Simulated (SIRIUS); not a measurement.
## C under changes of volume

One of the cells (6.113 Å³/atom); the others are scaled copies at fixed shape and fractional positions:

```
CELL_PARAMETERS angstrom
2.63707 0.00000 0.00000
0.00000 2.63707 0.00000
0.00000 0.00000 2.63707
ATOMIC_POSITIONS crystal
C 0.00000 0.50000 0.50000
C 0.50000 0.00000 0.50000
C 0.50000 0.50000 0.00000
```

The cell was built by a generator and needn't be a form met in nature.

| Quantity | Value |
| --- | --- |
| Program | SIRIUS 7.10.0 |
| Functional | PBE |
| Potentials or basis | PseudoDojo 0.4.1 PBE standard (scalar relativistic) |
| Cutoff | 1127 eV |
| Density cutoff | 4507 eV |
| k mesh | 10 × 10 × 10 |
| Occupations | fermi-dirac, width 0.05 eV |
| Spin | no spin polarisation |

```csv
volume (Å³/atom),energy over the lowest point (meV/atom),pressure (GPa)
5.633,22.04,14.4
5.753,13.62,9.7
5.873,?,?
6.113,0.00,0.6
6.233,0.53,-2.6
6.353,3.41,-5.8
```

Problem. What does the run at 5.873 Å³/atom give?

Solution. Energy over the lowest point 7.35 meV/atom; pressure 7.3 GPa.

Worked out: A Birch-Murnaghan fit of order 3 (a polynomial in V^(-2/3)) to the other rows has its minimum at 6.16 Å³/atom with B0 = V·E''(V) = 179 GPa (rough, since the energies scatter). It gives 6.90 meV/atom at 5.873 Å³/atom, against the run's 7.35, and -dE/dV = 7.6 GPa, against 7.3.

Energies are extrapolated to zero smearing.
